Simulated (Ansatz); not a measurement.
# Al2O3 (Corundum) (R-3c) in Ansatz: single point with PBE

Aim: the single point of Al2O3 (Corundum) with PBE.

Program: Ansatz 0.2.0. These are calculated values, not measurements. Logs are shortened: lines on timing, memory, paths and dates and some standing lists are left out, and cuts for length are marked.

**Experimental background.**

From “Multi-petahertz electron interference in Cr:Al2O3 solid-state material”, 2018, pmc:5906618, for a bulk crystal of Al2O3: band gap 8.7 eV (optical).

How close the calculation comes is told below.

## (1) The crystal as given

The structure is trigonal, space group R-3c (No. 167). Conventional cell: a = 4.760 Å, b = 4.760 Å, c = 12.996 Å, α = 90.00°, β = 90.00°, γ = 120.00°. Al (site symmetry 3) has 6 O at 1.85 to 1.97 Å as nearest neighbours. Around O (site symmetry 2) lie 4 Al at 1.85 to 1.97 Å.

## (2) Single point, PBE

File input.yaml:

```yaml
crystal:
  lattice:
    - [2.38025, 1.3742379782, 4.3318666667]
    - [-2.38025, 1.3742379782, 4.3318666667]
    - [0.0, -2.7484759565, 4.3318666667]
  atoms:
    - { symbol: Al, position: [0.85216, 0.85216, 0.85216] }
    - { symbol: Al, position: [0.64784, 0.64784, 0.64784] }
    - { symbol: Al, position: [0.14784, 0.14784, 0.14784] }
    - { symbol: Al, position: [0.35216, 0.35216, 0.35216] }
    - { symbol: O, position: [0.05668, 0.75, 0.44332] }
    - { symbol: O, position: [0.75, 0.44332, 0.05668] }
    - { symbol: O, position: [0.44332, 0.05668, 0.75] }
    - { symbol: O, position: [0.94332, 0.25, 0.55668] }
    - { symbol: O, position: [0.25, 0.55668, 0.94332] }
    - { symbol: O, position: [0.55668, 0.94332, 0.25] }
kpoints:
  mp_grid: { grid: [4, 4, 4] }
scf:
  occupations: { method: fermi_dirac, width: 0.03 }
hamiltonian:
  xc: pbe
  pseudopotentials: { kind: all_electron, lapw: { basis_error: 0.002 } }
output:
  forces: true
  stress: true
  eigenvalues: true
```

Potentials or basis: all-electron LAPW, scalar-relativistic.

On the command line:

```
> ansatz run input.yaml --threads 8 --pin off --max-ram 24576MiB --backend cpu --events-out ev --progress --plain --runs-dir out
```

Standard output:

```text
Warning: RAYON_NUM_THREADS=8 ignored (pool sized by the plan → 8); use --threads N
LAPW: plane waves up to 9.967 Å⁻¹, error target 2.0e-3 eV per atom; small_component_spin mean_spin; O in spheres of 0.905 Å, 8 of its electrons in bands, Dirac shells []; Al in spheres of 0.949 Å, 11 of its electrons in bands, Dirac shells [] (how accurate: hamiltonian.pseudopotentials.lapw.basis_error, Limitations)
Engine: ansatz 0.2.0, x86_64-unknown-linux-gnu
Pseudopotentials: kind: all_electron
Pseudopotential: Al, LAPW, valence charge 11, lapw/all_electron/scalar/gaussian/Al, Koelling and Harmon's equation, gaussian nucleus
Pseudopotential: O, LAPW, valence charge 8, lapw/all_electron/scalar/gaussian/O, Koelling and Harmon's equation, gaussian nucleus
Functional definition: PBE
  parameter kappa = 0.804
  parameter beta = 0.06672455060314922
  exchange = pbe_x(kappa = kappa, mu = beta*pi^2/3)
  correlation = pbe_c(beta = beta)
Crystal: 10 atoms, lattice volume = 85.018 Å³
Basis set: ecut = 378.5179278790333 eV, 1417 PW (Γ), FFT grids on a1−a3, a2−a3, a3, exchange–correlation at level 2
Bands: 56, of which v1, the nominal top of the filled ones, is band 46 counted from 1 (45 counted from 0)
Symmetry: 12 space group operations
Space group: R-3c (ITA 167), of the structure as read, at distance tolerance 4.4e-5 Å
k-points: 13 of 64
Non-local potential: Al, projectors of the file, none
Non-local potential: O, projectors of the file, none
Initial density: superposition of atomic densities (chi_scale 0.1, normalization cell, long waves kept (reshape's long-wave potential 0.01 eV rms))
Initial wavefunctions: plane waves of lowest kinetic energy (no species holds an atomic orbital)
Functional: x = pbe(κ = 0.804, μ = 0.2195149727645171), c = pbe(β = 0.06672455060314922)
iter 1 solved again at ethr=1.55e-2 eV; its pass at ethr=1.00e-1 eV (dr2=1.42e1 eV) is discarded
SCF iter   1: F=—  HF=-38743.346534 eV  |F-HF|=—  |Δ(HF+E_count)|=         —  Δρ=1.35e-1  dr2=1.42e1  ethr=1.55e-2  ⟨swp⟩=2.0  Hψ=5083  notcnv=0
preconditioner: auto → Resta (q_TF=auto, 2.764 Å⁻¹)  ε∞=3.2  [insulator: Δε(μ)=7.783 eV  Ē_g=18.967 eV  σ=0.030 eV  W_gap=1.00  n_scr=26 (ndim 8)  ℏωp=27.9 eV  f_vac=0.000  D(μ)=0.00/eV (n_scr^D=0)  ε∞_Penn≈3.2]
iter 2 solved again at ethr=7.03e-4 eV; its pass at ethr=1.55e-2 eV (dr2=6.47e-1 eV) is discarded
SCF iter   2: F=—  HF=-38735.361662 eV  |F-HF|=—  |Δ(HF+E_count)|=    7.98e0  Δρ=3.09e-2  dr2=6.46e-1  ethr=7.03e-4  ⟨swp⟩=2.4  Hψ=3854  notcnv=0  defer=1
SCF iter   3: F=—  HF=-38735.279302 eV  |F-HF|=—  |Δ(HF+E_count)|=         —  Δρ=2.74e-2  dr2=6.22e-1  ethr=7.02e-4  ⟨swp⟩=2.0  Hψ=2210  notcnv=0
the basis was enlarged: its passes take 1.1 MiB over the memory plan, 8 of 8 planned eigensolver slots
SCF iter   4: F=—  HF=-38735.300799 eV  |F-HF|=—  |Δ(HF+E_count)|=   2.15e-2  Δρ=6.88e-3  dr2=3.59e-2  ethr=6.76e-4  ⟨swp⟩=2.0  Hψ=2208  notcnv=0
SCF iter   5: F=—  HF=-38735.309788 eV  |F-HF|=—  |Δ(HF+E_count)|=   8.99e-3  Δρ=1.40e-3  dr2=1.67e-3  ethr=3.90e-5  ⟨swp⟩=2.2  Hψ=2213  notcnv=0
SCF iter   6: F=—  HF=-38735.310499 eV  |F-HF|=—  |Δ(HF+E_count)|=   7.12e-4  Δρ=1.22e-4  dr2=1.61e-5  ethr=1.81e-6  ⟨swp⟩=3.0  Hψ=2154  notcnv=0
SCF iter   7: F=—  HF=-38735.310510 eV  |F-HF|=—  |Δ(HF+E_count)|=   1.13e-5  Δρ=1.79e-5  dr2=2.91e-7  ethr=1.75e-8  ⟨swp⟩=3.0  Hψ=2315  notcnv=0
SCF iter   8: F=-38735.310510 eV  HF=-38735.310510 eV  |F-HF|=2.48e-8  |Δ(HF+E_count)|=   4.19e-7  Δρ=8.35e-6  dr2=4.77e-8  ethr=3.16e-10  ⟨swp⟩=3.0  Hψ=2207  notcnv=0
SCF 1 converged in 8 iterations: F = -38735.310510 eV  dr2 = 4.77e-8
SCF converged after 8 iterations
Free energy (F): -38735.310510 eV
Harris-Foulkes:  -38735.310510 eV  (|F-HF|=2.48e-8)
Internal energy: -38735.310510 eV  (E = F + TS)
E sigma→0 (E₀):  -38735.310510 eV
Fermi energy:    12.370126 eV
--- Per-component energies (eV) ---
  E_band       = -7781.989697
  E_kinetic    = 38779.062119
  E_xc         = -3444.309988
  E_electrostatic = -74070.062640  (all electrons and nuclei)
  E_smearing   = -0.000000  (= −TS)
  E_closure    = 0.000000  (closes the sum)
  E_atoms      = -38660.552713  (free atoms, spherical and without spin; not in F)
  Σ components = -38735.310510   (vs F -38735.310510, Δ=0.00e0)
  Basis errors (estimates in eV, not in F): energy 9.0e-4 per atom: plane waves 8.0e-4 (4.7e-4 summed), levels above the bands 1.9e-147, relativity 5.2e-8, radial functions 1.0e-4, core shells 1.9e-11; eigenvalues (radial functions only) 5.5e-6; not estimated: angular momenta, meshes, grids; target (lapw.basis_error) 2.0e-3; muffin-tin radii O 0.905 Å, Al 0.949 Å
--- Forces (eV/Å), atoms counted from 1 ---
  atom   1  Al     0.00000000     0.00000000    -0.02874783
  atom   2  Al     0.00000000    -0.00000000     0.02874783
  atom   3  Al    -0.00000000    -0.00000000     0.02874783
  atom   4  Al    -0.00000000     0.00000000    -0.02874783
  atom   5  O     -0.01112981    -0.01927739    -0.00000000
  atom   6  O     -0.01112981     0.01927739     0.00000000
  atom   7  O      0.02225962     0.00000000    -0.00000000
  atom   8  O      0.01112981     0.01927739     0.00000000
  atom   9  O      0.01112981    -0.01927739    -0.00000000
  atom  10  O     -0.02225962     0.00000000    -0.00000000
  max |Σ_I F_I| component: 3.47e-18 eV/Å
--- Stress (GPa, compression-positive) ---
        7.551831       0.000000       0.000000
        0.000000       7.551831       0.000000
        0.000000       0.000000       6.947958
  P = ⅓ Tr σ = 7.3505 GPa (73.505 kbar)
--- Band table (eV; the first three rows and the last of 13) ---
  k-point 0: bands = ["-494.0738", "-494.0738", "-494.0738", "-494.0738", "-494.0738", "-494.0738", "-91.1450", "-91.1432", "-91.1427", "-91.1411", "-52.6325", "-52.6291", "-52.6191", "-52.6191", "-52.6178", "-52.6178", "-52.6143", "-52.6135", "-52.6070", "-52.6070", "-52.6059", "-52.6059", "-9.9850", "-7.6463", "-7.3699", "-7.3699", "-7.0618", "-7.0618", "2.3455", "3.3470", "3.7072", "3.7072", "4.8341", "4.9219", "4.9219", "5.9244", "6.2841", "7.8208", "7.8208", "7.9524", "7.9524", "8.7524", "8.7524", "9.2043", "9.2043", "9.2505", "15.4734", "18.3963", "20.0113", "20.7836", "20.7836", "20.9624", "21.6361", "21.6361", "21.6856", "22.8101"]
  k-point 1: bands = ["-494.0738", "-494.0738", "-494.0738", "-494.0738", "-494.0738", "-494.0738", "-91.1447", "-91.1432", "-91.1427", "-91.1414", "-52.6320", "-52.6294", "-52.6193", "-52.6187", "-52.6182", "-52.6163", "-52.6141", "-52.6140", "-52.6082", "-52.6070", "-52.6064", "-52.6057", "-9.6660", "-7.9041", "-7.4498", "-7.4191", "-7.1977", "-7.0933", "2.6195", "3.1365", "3.3341", "4.1679", "4.6587", "5.0720", "6.3339", "6.5719", "6.9057", "7.1803", "7.4216", "7.8044", "7.8663", "7.9368", "8.4847", "8.8007", "9.0948", "9.1375", "16.7270", "19.3101", "19.3966", "20.0454", "20.2098", "20.6263", "21.7770", "21.9561", "22.0635", "22.4494"]
  k-point 2: bands = ["-494.0738", "-494.0738", "-494.0738", "-494.0738", "-494.0738", "-494.0738", "-91.1439", "-91.1439", "-91.1421", "-91.1421", "-52.6306", "-52.6306", "-52.6193", "-52.6193", "-52.6167", "-52.6167", "-52.6133", "-52.6133", "-52.6091", "-52.6091", "-52.6057", "-52.6057", "-8.8306", "-8.8306", "-7.3894", "-7.3894", "-7.2617", "-7.2617", "2.8147", "2.8147", "4.0566", "4.0566", "5.6625", "5.6625", "5.8327", "5.8327", "7.0498", "7.0498", "7.7026", "7.7026", "7.9223", "7.9223", "8.3390", "8.3390", "8.9757", "8.9757", "18.7232", "18.7232", "18.8988", "18.8988", "21.0429", "21.0429", "21.3928", "21.3928", "22.0594", "22.0594"]
  k-point 12: bands = ["-494.0738", "-494.0738", "-494.0738", "-494.0738", "-494.0738", "-494.0738", "-91.1443", "-91.1443", "-91.1418", "-91.1418", "-52.6297", "-52.6297", "-52.6187", "-52.6187", "-52.6187", "-52.6187", "-52.6151", "-52.6151", "-52.6062", "-52.6062", "-52.6062", "-52.6062", "-8.9842", "-8.9842", "-7.2350", "-7.2350", "-7.2350", "-7.2350", "3.6556", "3.6556", "4.8063", "4.8063", "4.8063", "4.8063", "5.1737", "5.1737", "6.9870", "6.9870", "7.2486", "7.2486", "7.2486", "7.2486", "8.8671", "8.8671", "8.8671", "8.8671", "17.9281", "17.9281", "20.3529", "20.3529", "21.7467", "21.7467", "21.9763", "21.9763", "21.9763", "21.9763"]
```

It took 24 s on 8 threads of AMD EPYC (Zen 3), shared host; peak memory 0.67 GiB.

Results:

* Free energy: -38735.3105 eV
* Pressure: 7.4 GPa
* Largest force: 0.029 eV/Å
* Band gap on the k mesh: 6.22 eV, direct

Forces in eV/Å, atoms in the order of the input:
```
Al   0.000  0.000 -0.029
Al   0.000  0.000  0.029
Al   0.000  0.000  0.029
Al   0.000  0.000 -0.029
O   -0.011 -0.019  0.000
O   -0.011  0.019  0.000
O    0.022  0.000  0.000
O    0.011  0.019  0.000
O    0.011 -0.019  0.000
O   -0.022  0.000  0.000
```

Levels at points of the mesh, in eV from the valence-band top:
```csv
k point,band 43,band 44,band 45,band 46,band 47,band 48,band 49,band 50
"(0.00, 0.00, 0.00)",-0.50,-0.05,-0.05,0.00,6.22,9.15,10.76,11.53
"(0.00, 0.00, -0.50)",-0.91,-0.91,-0.27,-0.27,9.47,9.47,9.65,9.65
"(0.00, -0.50, -0.50)",-1.03,-0.92,-0.74,-0.26,9.64,9.73,9.94,10.41
"(-0.50, -0.50, -0.50)",-0.38,-0.38,-0.38,-0.38,8.68,8.68,11.10,11.10
```

## (3) How close it comes

Step 2. Against the measured gap of Al2O3, 8.7 eV (optical; quoted in “Multi-petahertz electron interference in Cr:Al2O3 solid-state material”, 2018, pmc:5906618), the calculated 6.22 eV is off by -2.48 eV. The value is that of PBE, without temperature or zero-point motion. Semilocal functionals fall short of measured gaps as a rule.
